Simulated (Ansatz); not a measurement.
# Rigid cleavage in Si

Computed with DFT LDA, scalar-relativistic, plane waves, PAW (Ansatz 0.2.0). Cutoff 420 eV, Γ-centred 7×7×4 k-points, Gaussian smearing of 0.15 eV. No spin polarisation. Energies are free energies at this smearing, counted from the undisturbed cell; pressure is positive in compression.

Zero of the scan (relaxed at this level; this form isn't the usual structure):

```yaml
crystal:
  lattice:
    - [-3.28369, 3.28369, -3.28369]
    - [-3.28369, -3.28369, 3.28369]
    - [0.00000, 6.56739, 6.56739]
  atoms:
    - { symbol: Si, position: [0.89776, 0.89776, 0.80114] }
    - { symbol: Si, position: [0.39776, 0.39776, 0.30114] }
    - { symbol: Si, position: [0.25000, 0.95448, 0.94890] }
    - { symbol: Si, position: [0.75000, 0.45448, 0.44890] }
    - { symbol: Si, position: [0.64776, 0.14776, 0.84666] }
    - { symbol: Si, position: [0.14776, 0.64776, 0.34666] }
    - { symbol: Si, position: [0.70448, 0.50000, 0.69890] }
    - { symbol: Si, position: [0.20448, 0.00000, 0.19890] }
    - { symbol: Si, position: [0.60224, 0.60224, 0.09666] }
    - { symbol: Si, position: [0.10224, 0.10224, 0.59666] }
    - { symbol: Si, position: [0.25000, 0.54552, 0.94890] }
    - { symbol: Si, position: [0.75000, 0.04552, 0.44890] }
    - { symbol: Si, position: [0.85224, 0.35224, 0.05114] }
    - { symbol: Si, position: [0.35224, 0.85224, 0.55114] }
    - { symbol: Si, position: [0.29552, 0.50000, 0.69890] }
    - { symbol: Si, position: [0.79552, 0.00000, 0.19890] }
```

The cut lies on the cell's a–b face, a (0 1 1) plane (indices in the standard cell, whose axes needn't be the Cartesian ones shown) of area 30.50 Å², between layers 0.95 Å apart. Vector c is lengthened by d along the normal with the atoms' Cartesian places fixed: one unrelaxed cut a cell. The cell is metallic on the mesh throughout.

```tsv
d (Å)	energy (J/m²)
-0.30	0.62
0.00	0.00
0.25	0.26
0.50	0.83
1.00	2.09
1.50	2.97
2.00	3.44
3.00	3.78
4.50	3.87
6.00	3.88
```

Task: Predict the traction dE/dd (GPa) at each point.

Result:
| d (Å) | traction dE/dd (GPa) |
| --- | --- |
| -0.30 | -47.3 |
| 0.00 | 0.0 |
| 0.25 | 18.4 |
| 0.50 | 25.6 |
| 1.00 | 22.5 |
| 1.50 | 12.9 |
| 2.00 | 6.6 |
| 3.00 | 1.5 |
| 4.50 | 0.2 |
| 6.00 | 0.0 |

Cost: 10 runs of about 22 core-minutes in all, on Intel Xeon Platinum 8259CL (Skylake/Cascade Lake) (shared hosts).